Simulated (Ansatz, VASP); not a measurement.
## One calculation of MgO, two programs

```
Mg O
1.0
     2.07959    2.07959    0.00000
    -2.07959    2.07959    0.00000
     0.00000    2.07959    2.07959
Mg O
1 1
Direct
  0.00000 0.00000 0.00000
  0.50000 0.50000 0.00000
```

Change from the starting cell: unstrained.

Alike in both runs: task single point; functional LDA; k mesh 10 × 10 × 10; no spin polarisation.

|  | VASP | Ansatz |
| --- | --- | --- |
| version | VASP 6.6.1 | Ansatz 0.2.0 |
| potentials or method | VASP PAW LDA potentials, release 64 (Mg, O), cutoff 520 eV | all-electron LAPW, scalar-relativistic |
| occupations | gaussian, width 0.01 eV | fixed |

```csv
,VASP,Ansatz,Ansatz less VASP
gap on the k mesh at the Fermi level (eV),5.03,5.04,0.000
pressure (GPa),-1.7,0.3,+1.95
```

Ansatz ran all-electron here, so the differences hold the error of VASP's frozen core and of both bases.
